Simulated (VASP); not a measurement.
# ZnO (zincite) (P6_3mc) in VASP: a series of runs

Runs on ZnO (zincite). Level: r2SCAN. Tasks: relaxation of cell and atoms.

Program: VASP 6.6.1. These are calculated values, not measurements. Logs are shortened: lines on timing, memory, paths and dates and some standing lists are left out, and cuts for length are marked.

### 1 Starting point

It takes space group P6_3mc (No. 186, hexagonal). The conventional cell has a = 3.249 Å, b = 3.249 Å, c = 5.206 Å, α = 90.00°, β = 90.00°, γ = 120.00°. Zn (site symmetry 3m) is surrounded by 4 O at 1.97 to 1.98 Å. O (site symmetry 3m) is surrounded by 4 Zn at 1.97 to 1.98 Å.

### 2 Relaxation of cell and atoms, r2SCAN

The input, INCAR:

```
PREC = Accurate ; ENCUT = 600
EDIFF = 1E-6 ; ISMEAR = 0
SIGMA = 0.03 ; LREAL = False
LASPH = True ; NELM = 80
ALGO = Normal ; ISIF = 3
LWAVE = False ; LCHARG = False
METAGGA = R2SCAN ; LMIXTAU = True
IBRION = 2 ; NSW = 90
EDIFFG = -0.01
```

The input, KPOINTS:

```
regular mesh
0
Gamma
  9 9 5
```

The input, POSCAR:

```
ZnO
1.0
    3.2493080000      0.0000000000      0.0000000000
   -1.6246540000      2.8139832727      0.0000000000
    0.0000000000      0.0000000000      5.2057090000
Zn O
2 2
Direct
    0.3333333333      0.6666666667      0.5000000000
    0.6666666667      0.3333333333      0.0000000000
    0.6666666667      0.3333333333      0.3790100000
    0.3333333333      0.6666666667      0.8790100000
```

Potentials or basis: VASP PAW PBE potentials, release 64 (Zn, O).

Started as:

```bash
$ cat potpaw_PBE.64/Zn/POTCAR potpaw_PBE.64/O/POTCAR > POTCAR
$ mpirun -np 1 vasp_std > vasp.out
```

OUTCAR:

```text
PREC = Accurate
   ENCUT = 600
   EDIFF = 1E-6
   ISMEAR = 0
   LREAL = False
   LASPH = True
   NELM = 80
   ISIF = 3
   METAGGA = R2SCAN
   IBRION = 2
   NSW = 90
   EDIFFG = -0.01

 ion  position               nearest neighbor table
   1  0.333  0.667  0.500-   4 1.97   3 1.98   3 1.98   3 1.98
   2  0.667  0.333  0.000-   3 1.97   4 1.98   4 1.98   4 1.98
   3  0.667  0.333  0.379-   2 1.97   1 1.98   1 1.98   1 1.98
   4  0.333  0.667  0.879-   1 1.97   2 1.98   2 1.98   2 1.98

  LATTYP: Found a hexagonal cell.
 ALAT       =     3.2493080000
 C/A-ratio  =     1.6020977390

  Lattice vectors:

 A1 = (   3.2493080000,   0.0000000000,   0.0000000000)
 A2 = (  -1.6246540000,   2.8139832727,   0.0000000000)
 A3 = (   0.0000000000,   0.0000000000,   5.2057090000)

Analysis of symmetry for initial positions (statically):
=====================================================================
 Subroutine PRICEL returns:
 Original cell was already a primitive cell.

 Routine SETGRP: Setting up the symmetry group for a
 hexagonal supercell.

 Subroutine GETGRP returns: Found 12 space group operations
 (whereof  6 operations were pure point group operations)
 out of a pool of 24 trial point group operations.

The static configuration has the point symmetry C_3v.
 The point group associated with its full space group is C_6v.

Analysis of symmetry for dynamics (positions and initial velocities):
=====================================================================
 Subroutine PRICEL returns:
 Original cell was already a primitive cell.

 Routine SETGRP: Setting up the symmetry group for a
 hexagonal supercell.

 Subroutine GETGRP returns: Found 12 space group operations
 (whereof  6 operations were pure point group operations)
 out of a pool of 24 trial point group operations.

The dynamic configuration has the point symmetry C_3v.
 The point group associated with its full space group is C_6v.

 Subroutine INISYM returns: Found 12 space group operations
 (whereof  6 operations are pure point group operations),
 and found     1 'primitive' translations

----------------------------------------------------------------------------------------

                                     Primitive cell

  volume of cell :      47.5984

  direct lattice vectors                    reciprocal lattice vectors
[... 100 lines left out ...]
   TEBEG  =    0.0;   TEEND  =   0.0 temperature during run
   PSTRESS=    0.0 pullay stress
   NELECT =      36.0000    total number of electrons
   NUPDOWN=      -1.0000    fix difference up-down
   EMIN   =  10.00;   EMAX   =-10.00  energy-range for DOS
   EFERMI =   0.00;   METHOD = LEGACY
   ISMEAR =     0;   SIGMA  =   0.03  broadening in eV -4-tet -1-fermi 0-gaus
   EFERMI_NEDOS =   21; number of points for ismear=-14 and -15
   IALGO  =     38    algorithm
   IMIX   =      4    mixing-type and parameters
     AMIX     =   0.40;   BMIX     =  1.00
     AMIX_MAG =   1.60;   BMIX_MAG =  1.00
  volume/ion in A,a.u.               =      11.90        80.30
  Fermi-wavevector in a.u.,A,eV,Ry     =   1.491574  2.818667 30.270160  2.224794
  Thomas-Fermi vector in A             =   2.604212
   LORBIT       =      0    0 simple, 1 ext, 2 COOP (PROOUT), +10 PAW based schemes
   METAGGA = R2SCAN    functional components
   LHFCALC =     F    Hartree Fock is set to
   AEXX    =    0.0000 exact exchange contribution
   IVDW    =     0    specifies the selected vdW correction
   LEPSILON=     F    determine dielectric tensor
   LRPA    =     F    only Hartree local field effects (RPA)
 conjugate gradient relaxation of ions
 non-spin polarized calculation
 Gauss-broadening in eV      SIGMA  =   0.03
  energy-cutoff  :      600.00
  volume of cell :       47.60
 maximum number of plane-waves:      1605
 NGX is ok and might be reduce to    28
   NGX = 13   NGY = 13   NGZ = 21

--------------------------------------- Ionic step        1  -------------------------------------------

 number of electron      36.0000008 magnetization

 Free energy of the ion-electron system (eV)
  ---------------------------------------------------
  ext. energy  EPLUGINS =         0.00000000
  ---------------------------------------------------
  free energy    TOTEN  =       -36.32291403 eV

  energy without entropy =      -36.32291403  energy(sigma->0) =      -36.32291403

------------------------ aborting loop because EDIFF is reached ----------------------------------------

  FORCE on cell =-STRESS in cart. coord.  units (eV):
  Direction    XX          YY          ZZ          XY          YZ          ZX
  --------------------------------------------------------------------------------------
  -------------------------------------------------------------------------------------
  Total       -0.2811065     -0.2811065      0.1708797      0.0000000     -0.0000000     -0.0000000
  in kB       -9.4621356     -9.4621356      5.7518657      0.0000000     -0.0000000     -0.0000000
  external PRESSURE =      -4.3908018 kB  Pullay stress =       0.0000000 kB
[... 215 lines left out ...]
--------------------------------------- Ionic step        7  -------------------------------------------

 number of electron      36.0000008 magnetization

 Free energy of the ion-electron system (eV)
  ---------------------------------------------------
  ext. energy  EPLUGINS =         0.00000000
  ---------------------------------------------------
  free energy    TOTEN  =       -36.32416049 eV

  energy without entropy =      -36.32416049  energy(sigma->0) =      -36.32416049

 E-fermi :   1.0700     XC(G=0): -11.6774

 val. band max:        0.8715893277   @ k =   0.0000   0.0000   0.0000
 cond. band min:       2.1004199992   @ k =   0.0000   0.0000   0.0000
 fundamental gap:      1.2288306714
 Fermi energy:         1.0700249545

 k-point     1 :       0.0000    0.0000    0.0000
  band No.  band energies     occupation
      1     -18.2327      2.00000
      2     -17.5428      2.00000
      3      -4.9614      2.00000
      4      -4.9613      2.00000
      5      -4.9041      2.00000
      6      -4.8385      2.00000
[... 589 lines left out ...]
     21       9.3487      0.00000
     22       9.5138      0.00000

 [... further k-points ...]

------------------------ aborting loop because EDIFF is reached ----------------------------------------

  FORCE on cell =-STRESS in cart. coord.  units (eV):
  Direction    XX          YY          ZZ          XY          YZ          ZX
  --------------------------------------------------------------------------------------
  -------------------------------------------------------------------------------------
  Total       -0.0108215     -0.0108215     -0.0091997      0.0000000      0.0000000     -0.0000000
  in kB       -0.3652574     -0.3652574     -0.3105172      0.0000000      0.0000000     -0.0000000
  external PRESSURE =      -0.3470107 kB  Pullay stress =       0.0000000 kB
[... 19 lines left out ...]
  FREE ENERGIE OF THE ION-ELECTRON SYSTEM (eV)
  ---------------------------------------------------
  free  energy   TOTEN  =       -36.3241604869 eV

  energy  without entropy=      -36.3241604869  energy(sigma->0) =      -36.32416049

 reached required accuracy - stopping structural energy minimisation
```

Run time: 25 min. Hardware: 1 thread of AMD EPYC 7R43 (Zen 3), shared host; peak memory 0.17 GiB.

Results:

* Free energy: -36.3242 eV
* Relaxed volume: 11.87 Å³/atom
* Relaxed cell: a = 3.241 Å, b = 3.241 Å, c = 5.217 Å, α = 90.00°, β = 90.00°, γ = 120.00°
* Space group after relaxing (to 0.05 Å): P6_3mc (No. 186)
* Energy gained by relaxing: 0.3 meV/atom
* Ionic steps: 7
* Pressure after relaxing: 0.0 GPa
* Largest force after relaxing: 0.009 eV/Å
* Band gap on the k mesh: 1.23 eV, direct

Forces on the atoms (eV/Å):
```
Zn   0.000  0.000  0.009
Zn   0.000  0.000  0.009
O    0.000  0.000 -0.009
O    0.000  0.000 -0.009
```

Step by step:
| step | energy change (eV) | largest force (eV/Å) | pressure (GPa) | volume (Å³) |
| --- | --- | --- | --- | --- |
| 1 | 0.0000 | 0.0657 | -0.44 | 47.60 |
| 2 | -0.0012 | 0.0287 | 0.27 | 47.37 |
| 3 | -0.0013 | 0.0078 | 0.12 | 47.42 |
| 4 | -0.0013 | 0.0029 | 0.07 | 47.44 |
| 5 | -0.0013 | 0.0046 | 0.11 | 47.43 |
| 6 | -0.0012 | 0.0103 | -0.06 | 47.48 |
| 7 | -0.0012 | 0.0092 | -0.03 | 47.47 |

Final structure:
```
CELL_PARAMETERS angstrom
3.24140 0.00000 0.00000
-1.62070 2.80714 0.00000
0.00000 0.00000 5.21680
ATOMIC_POSITIONS crystal
Zn 0.33333 0.66667 0.49957
Zn 0.66667 0.33333 0.99957
O 0.66667 0.33333 0.37944
O 0.33333 0.66667 0.87944
```

Caveat: the PAW data sets were made with another functional, which shifts forces and pressure a little.

### 3 Relaxation of cell and atoms, r2SCAN

This run uses another cell than the first one, of 11.87 Å³/atom, 0.997 times its volume.

The input, INCAR:

```
PREC = Accurate ; ENCUT = 600
EDIFF = 1E-7 ; ISMEAR = 0
SIGMA = 0.03 ; LREAL = False
LASPH = True ; NELM = 80
ALGO = Normal ; ISIF = 3
LWAVE = False ; LCHARG = False
METAGGA = R2SCAN ; LMIXTAU = True
IBRION = 2 ; NSW = 90
EDIFFG = -0.005
```

KPOINTS is that of step 2.

The input, POSCAR:

```
ZnO                                     
1.0
    3.2414029742     -0.0000000000     -0.0000000000
   -1.6207014871      2.8071373195     -0.0000000000
   -0.0000000000     -0.0000000000      5.2167996729
  Zn              O             
     2     2
Direct
     0.3333333332999970    0.6666666667000030    0.4995662651167725
     0.6666666667000030    0.3333333332999970    0.9995662651167725
     0.6666666667000030    0.3333333332999970    0.3794437348832285
     0.3333333332999970    0.6666666667000030    0.8794437348832285
```

Potentials or basis: VASP PAW PBE potentials, release 64 (Zn, O).

Started as:

```bash
$ cat potpaw_PBE.64/Zn/POTCAR potpaw_PBE.64/O/POTCAR > POTCAR
$ mpirun -np 1 vasp_std > vasp.out
```

Wall time 15 min (1 thread of AMD EPYC 7R43 (Zen 3), shared host); peak memory 0.16 GiB.

The run converged. Its results:

```yaml
Free_energy: -36.3239 eV
Relaxed_volume: 11.86 Å³/atom
Relaxed_cell: a = 3.241 Å, b = 3.241 Å, c = 5.217 Å, α = 90.00°, β = 90.00°, γ = 120.00°
Space_group_after_relaxing_to_0.05_Å: P6_3mc (No. 186)
Energy_gained_by_relaxing: 0.0 meV/atom
Ionic_steps: 4
Pressure_after_relaxing: 0.0 GPa
Band_gap_on_the_k_mesh: 1.23 eV, direct
```

Forces on the atoms (eV/Å):
```
Zn   0.000  0.000  0.003
Zn   0.000  0.000  0.003
O    0.000  0.000 -0.003
O    0.000  0.000 -0.003
```

Final structure:
```
Zn O
1.0
     3.24084    0.00000    0.00000
    -1.62042    2.80665    0.00000
     0.00000    0.00000    5.21749
Zn O
2 2
Direct
  0.33333 0.66667 0.49970
  0.66667 0.33333 0.99970
  0.66667 0.33333 0.37931
  0.33333 0.66667 0.87931
```

Levels at points of the mesh, in eV from the valence-band top:
```
           k point  band 16  band 17  band 18  band 19  band 20  band 21
(0.00, 0.00, 0.00)    -0.09     0.00     0.00     1.23     5.86     8.82
```

Caveat: the PAW data sets were made with another functional, which shifts forces and pressure a little. r2SCAN opens gaps a little over a GGA but as a rule still falls short of measured ones.
